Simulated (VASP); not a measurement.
# Ir (Im-3m) in VASP: further runs, part 2 of 2

VASP 6.6.1.

## 3. Single point, PBEsol

The input, INCAR:

```
SYSTEM = Ir
PREC = Accurate
ENCUT = 520
EDIFF = 1E-6
ISMEAR = 0
SIGMA = 0.1
LREAL = .FALSE.
LASPH = .TRUE.
NELM = 100
ALGO = Normal
ISIF = 2
LWAVE = .FALSE.
LCHARG = .FALSE.
GGA = PS
```

The input, KPOINTS:

```
Automatic mesh
0
G
  20 20 20
  0 0 0
```

The input, POSCAR:

```
Ir
1.0
   -1.5254903000      1.5254903000      1.5254903000
    1.5254903000     -1.5254903000      1.5254903000
    1.5254903000      1.5254903000     -1.5254903000
Ir
1
Direct
    0.0000000000      0.0000000000      0.0000000000
```

Potentials or basis: VASP PAW PBE potentials, release 64 (Ir).

The run is started by

```
$ cat potpaw_PBE.64/Ir/POTCAR > POTCAR
$ mpirun -np 1 vasp_std > vasp.out
```

Wall time 18 s (1 thread of AMD EPYC 7R13 (Zen 3), shared host); peak memory 0.12 GiB.

Results (log left out):

```yaml
Free_energy: -9.1373 eV
Pressure: 10.1 GPa
Band_gap_on_the_k_mesh: none (metal or under the smearing width)
```

Levels at points of the mesh, in eV from the Fermi level:
```csv
k point,band 1,band 2,band 3,band 4,band 5,band 6,band 7,band 8
"(0.00, 0.00, 0.00)",-10.92,-3.75,-3.75,-3.75,-0.57,-0.57,16.92,16.92
"(0.50, 0.00, 0.00)",-7.78,-5.65,-0.75,-0.18,-0.04,2.34,8.21,13.03
"(0.50, 0.50, 0.50)",-7.32,-7.32,1.60,1.60,1.60,7.95,7.95,7.95
```

Caveat: the PAW data sets were made with another functional, which shifts forces and pressure a little. The run has no spin-orbit coupling, so splittings on Ir are missing.

## 4. Relaxation of cell and atoms, PBEsol

The input, INCAR:

```
SYSTEM = Ir
PREC     = Accurate       ! precision mode
ENCUT    = 580            ! plane-wave cutoff, eV
EDIFF    = 1E-7           ! SCF threshold, eV
ISMEAR   = 0              ! smearing method
SIGMA    = 0.1            ! smearing width, eV
LREAL    = .False.        ! projectors in reciprocal space
LASPH    = .True.         ! aspherical terms in the spheres
NELM     = 100            ! most SCF steps
ALGO     = Normal         ! electronic algorithm
ISIF     = 3              ! what is computed and relaxed
LWAVE    = .False.        ! write WAVECAR
LCHARG   = .False.        ! write CHGCAR
GGA      = PS             ! functional
IBRION   = 2              ! ionic algorithm
NSW      = 90             ! ionic steps
EDIFFG   = -0.005         ! ionic threshold
```

The input, KPOINTS:

```
regular mesh
0
Gamma
  20 20 20
  0 0 0
```

POSCAR is that of step 3.

Potentials or basis: VASP PAW PBE potentials, release 64 (Ir).

The run is started by

```
$ cat potpaw_PBE.64/Ir/POTCAR > POTCAR
$ mpirun -np 1 vasp_std > vasp.out
```

OUTCAR:

```text
SYSTEM = Ir
   PREC = Accurate
   ENCUT = 580
   EDIFF = 1E-7
   ISMEAR = 0
   LREAL = .False.
   LASPH = .True.
   NELM = 100
   ISIF = 3
   GGA = PS
   IBRION = 2
   NSW = 90
   EDIFFG = -0.005

 ion  position               nearest neighbor table
   1  0.000  0.000  0.000-

  LATTYP: Found a body centered cubic cell.
 ALAT       =     3.0509806000

  Lattice vectors:

 A1 = (  -1.5254903000,   1.5254903000,   1.5254903000)
 A2 = (   1.5254903000,  -1.5254903000,   1.5254903000)
 A3 = (   1.5254903000,   1.5254903000,  -1.5254903000)

Analysis of symmetry for initial positions (statically):
=====================================================================
[... 291 lines left out ...]
 val. band max:        9.4869426028   @ k =   0.4000   0.1000   0.1000
 cond. band min:       9.4928435702   @ k =   0.2500   0.2500   0.1000
 fundamental gap:      0.0059009674
 Fermi energy:         9.4909498974

 k-point     1 :       0.0000    0.0000    0.0000
  band No.  band energies     occupation
      1      -1.1369      2.00000
      2       5.8991      2.00000
      3       5.8991      2.00000
      4       5.8991      2.00000
      5       8.9551      2.00000
      6       8.9551      2.00000
      7      26.4080      0.00000
      8      26.4080      0.00000
[... 243 lines left out ...]
 k-point    24 :       0.2500    0.1000    0.0000
  band No.  band energies     occupation
      1       2.0188      2.00000
      2       4.6926      2.00000
      3       5.6535      2.00000
      4       8.3449      2.00000
      5       9.3256      1.98065
      6       9.7259      0.00089
      7      23.0618      0.00000
      8      24.9935      0.00000

 [... further k-points ...]

------------------------ aborting loop because EDIFF is reached ----------------------------------------

  FORCE on cell =-STRESS in cart. coord.  units (eV):
  Direction    XX          YY          ZZ          XY          YZ          ZX
  --------------------------------------------------------------------------------------
  -------------------------------------------------------------------------------------
  Total       -0.0021042     -0.0021042     -0.0021042      0.0000000     -0.0000000      0.0000000
  in kB       -0.2309886     -0.2309886     -0.2309886      0.0000000     -0.0000000      0.0000000
  external PRESSURE =      -0.2309886 kB  Pullay stress =       0.0000000 kB
[... 16 lines left out ...]
  FREE ENERGIE OF THE ION-ELECTRON SYSTEM (eV)
  ---------------------------------------------------
  free  energy   TOTEN  =        -9.1495221290 eV

  energy  without entropy=       -9.1343589780  energy(sigma->0) =       -9.14194055

 reached required accuracy - stopping structural energy minimisation
```

OSZICAR:

```text
N       E                     dE             d eps       ncg     rms          rms(c)
DAV:   1     0.469525786170E+02    0.46953E+02   -0.47248E+03  4104   0.111E+03
DAV:   2    -0.894851988769E+01   -0.55901E+02   -0.54889E+02  4144   0.215E+02
[... 30 lines left out ...]
   3 F= -.91494966E+01 E0= -.91419037E+01  d E =-.121325E-01
       N       E                     dE             d eps       ncg     rms          rms(c)
DAV:   1    -0.914959218473E+01   -0.95648E-04   -0.27225E-03  4160   0.862E-01    0.788E-02
DAV:   2    -0.914952796796E+01    0.64217E-04   -0.17316E-04  4376   0.181E-01    0.287E-02
DAV:   3    -0.914952172683E+01    0.62411E-05   -0.31431E-05  4760   0.700E-02    0.927E-03
DAV:   4    -0.914952212977E+01   -0.40294E-06   -0.71585E-07  4928   0.901E-03    0.402E-04
DAV:   5    -0.914952212904E+01    0.72407E-09   -0.87218E-09  2096   0.114E-03
   4 F= -.91495221E+01 E0= -.91419406E+01  d E =-.121581E-01
```

CONTCAR:

```text
Ir
   1.00000000000000
    -1.5395214894366660    1.5395214894366660    1.5395214894366660
     1.5395214894366660   -1.5395214894366660    1.5395214894366660
     1.5395214894366660    1.5395214894366660   -1.5395214894366660
  Ir
     1
Direct
     0.0000000000000000    0.0000000000000000    0.0000000000000000

  0.00000000E+00  0.00000000E+00  0.00000000E+00
```

It took 81 s on 1 thread of AMD EPYC 7R13 (Zen 3), shared host; peak memory 0.15 GiB.

What came out:

```yaml
Free_energy: -9.1495 eV
Relaxed_volume: 14.60 Å³/atom
Relaxed_cell: a = 2.667 Å, b = 2.667 Å, c = 2.667 Å, α = 109.47°, β = 109.47°, γ = 109.47°
Space_group_after_relaxing_to_0.05_Å: Im-3m (No. 229)
Energy_gained_by_relaxing: 12.2 meV/atom
Ionic_steps: 4
Pressure_after_relaxing: 0.0 GPa
Band_gap_on_the_k_mesh: none (metal or under the smearing width)
```

The path:
| step | energy change (eV) | largest force (eV/Å) | pressure (GPa) | volume (Å³) |
| --- | --- | --- | --- | --- |
| 1 | 0.0000 | 0.0000 | 10.17 | 14.20 |
| 2 | 0.1311 | 0.0000 | -26.88 | 16.13 |
| 3 | -0.0121 | 0.0000 | -0.43 | 14.61 |
| 4 | -0.0122 | 0.0000 | -0.02 | 14.60 |

Final structure:
```
CELL_PARAMETERS angstrom
-1.53952 1.53952 1.53952
1.53952 -1.53952 1.53952
1.53952 1.53952 -1.53952
ATOMIC_POSITIONS crystal
Ir 0.00000 0.00000 0.00000
```

Caveat: the PAW data sets were made with another functional, which shifts forces and pressure a little.

## 5. Relaxation of cell and atoms, RPBE

INCAR, as its differences from that of step 4:

```diff
@@ -2,3 +2,3 @@
 PREC     = Accurate       ! precision mode
-ENCUT    = 580            ! plane-wave cutoff, eV
+ENCUT    = 600            ! plane-wave cutoff, eV
 EDIFF    = 1E-7           ! SCF threshold, eV
@@ -13,3 +13,3 @@
 LCHARG   = .False.        ! write CHGCAR
-GGA      = PS             ! functional
+GGA      = RP             ! functional
 IBRION   = 2              ! ionic algorithm
```

KPOINTS is that of step 4.

POSCAR is that of step 4.

The run is started by

```
$ cat potpaw_PBE.64/Ir/POTCAR > POTCAR
$ mpirun -np 1 vasp_std > vasp.out
```

Run time: 2.8 min. Hardware: 1 thread of AMD EPYC 7R13 (Zen 3), shared host; peak memory 0.15 GiB.

The run converged. Its results:

- Free energy: -7.5783 eV
- Relaxed volume: 15.26 Å³/atom
- Relaxed cell: a = 2.707 Å, b = 2.707 Å, c = 2.707 Å, α = 109.47°, β = 109.47°, γ = 109.47°
- Space group after relaxing (to 0.05 Å): Im-3m (No. 229)
- Energy gained by relaxing: 78.6 meV/atom
- Ionic steps: 18
- Pressure after relaxing: 0.0 GPa
- Band gap on the k mesh: none (metal or under the smearing width)

The path:
| step | energy change (eV) | largest force (eV/Å) | pressure (GPa) | volume (Å³) |
| --- | --- | --- | --- | --- |
| 1 | 0.0000 | 0.0000 | 25.51 | 14.20 |
| 2 | 0.5359 | 0.0000 | -37.14 | 19.37 |
| 3 | -0.0777 | 0.0000 | -2.24 | 15.38 |
| 4 | -0.0786 | 0.0000 | -0.27 | 15.28 |
| 5 | -0.0786 | 0.0000 | 0.15 | 15.26 |
| 6 | -0.0786 | 0.0000 | 0.15 | 15.26 |
| 7 | -0.0786 | 0.0000 | 0.15 | 15.26 |
| 8 | -0.0786 | 0.0000 | 0.14 | 15.26 |
| 9 | -0.0786 | 0.0000 | 0.14 | 15.26 |
| 10 | -0.0786 | 0.0000 | 0.14 | 15.26 |
| 11 | -0.0786 | 0.0000 | 0.14 | 15.26 |
| 12 | -0.0786 | 0.0000 | 0.14 | 15.26 |
| 13 | -0.0786 | 0.0000 | 0.14 | 15.26 |
| 14 | -0.0786 | 0.0000 | 0.14 | 15.26 |
| 15 | -0.0786 | 0.0000 | 0.13 | 15.26 |
| 16 | -0.0786 | 0.0000 | 0.11 | 15.26 |
| 17 | -0.0786 | 0.0000 | 0.09 | 15.26 |
| 18 | -0.0786 | 0.0000 | 0.03 | 15.26 |

Final structure:
```
Ir
1.0
    -1.56265    1.56265    1.56265
     1.56265   -1.56265    1.56265
     1.56265    1.56265   -1.56265
Ir
1
Direct
  0.00000 0.00000 0.00000
```

Levels at points of the mesh, in eV from the Fermi level:
```
           k point  band 1  band 2  band 3  band 4  band 5  band 6  band 7  band 8
(0.00, 0.00, 0.00)  -10.07   -3.32   -3.32   -3.32   -0.48   -0.48   16.90   16.90
(0.50, 0.00, 0.00)   -6.98   -5.02   -0.66   -0.04    0.04    2.07    7.49   13.03
(0.50, 0.50, 0.50)   -6.50   -6.50    1.43    1.43    1.43    7.77    7.77    7.77
```

Caveat: the PAW data sets were made with another functional, which shifts forces and pressure a little. Spin-orbit coupling is left out, which matters for the levels of Ir.

## 6. Summary

| task | level | cell | k mesh | cutoff (eV) | mesh quality | gap on the mesh (eV) | pressure (GPa) | relaxed volume (Å³/atom) |
| --- | --- | --- | --- | --- | --- | --- | --- | --- |
| relaxation of cell and atoms | PBEsol | relaxed | 8 × 8 × 8 | 600 | coarse | none | 0.0 | 14.60 |
| single point | PBEsol | as given | 20 × 20 × 20 | 520 | not flagged | none | 10.1 | - |
| relaxation of cell and atoms | PBEsol | relaxed | 20 × 20 × 20 | 580 | not flagged | none | 0.0 | 14.60 |
| relaxation of cell and atoms | RPBE | relaxed | 20 × 20 × 20 | 600 | not flagged | none | 0.0 | 15.26 |

Alike in all rows: potentials or basis VASP PAW PBE potentials, release 64 (Ir); no spin polarisation; smearing gaussian 0.1 eV.

Caveats: some runs use coarse meshes; the PAW data sets were made with another functional, which shifts forces and pressure a little.

Total energies depend on the potentials used, so only differences within one code and one set of settings carry meaning.
